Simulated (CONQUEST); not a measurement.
Input of a CONQUEST 1.3 run:

The input Conquest_input:

```
IO.Title Au
IO.Coordinates coords.dat
IO.FractionalAtomicCoords T
IO.Iprint 2
IO.Iprint_init 1
General.NumberOfSpecies 1
General.PseudopotentialType hamann
AtomMove.TypeOfRun static
AtomMove.FullStress T
Grid.GridCutoff 120
DM.SolutionMethod diagon
Diag.MPMesh T
Diag.GammaCentred T
Diag.MPMeshX 9
Diag.MPMeshY 9
Diag.MPMeshZ 7
Diag.kT 0.00183747
minE.SCTolerance 1e-6
Basis.MultisiteSF T
Multisite.LFD T
Multisite.Smear T
SC.MaxIters 100
IO.AtomChargeOutput T
%block ChemicalSpeciesLabel
1 196.970 Au
%endblock
%block Au
Atom.NumberOfSupports 10
Atom.MultisiteRange 6.5
Atom.LFDRange 6.5
%endblock
```

Contents of coords.dat:

```
    5.4384892994     0.0000000000     0.0000000000
    0.0000000000     5.4384892994     0.0000000000
    0.0000000000     0.0000000000     7.6911853272
2
  0.0074840000  -0.0018890000  -0.0001600000 1 T T T
  0.5036690000   0.4951910000   0.5036640000 1 T T T
```

Potentials or basis: PseudoDojo NC PBE, DZP, multi-site functions of range 6.5 bohr, grid cutoff 120 Ha.

Run with:

```bash
$ Conquest
```

(1) Estimate the band gap on the k mesh.

(2) Estimate the largest force.

(3) What does it give for the pressure?

## Answers

(1) none (metal or under the smearing width).

(2) 0.184 eV/Å.

(3) 6.4 GPa.

Caveat: multi-site functions contract the basis, which raises the energy a little and makes forces and stress less exact; the basis of atomic orbitals isn't converged, which shifts pressures, moduli and gaps.
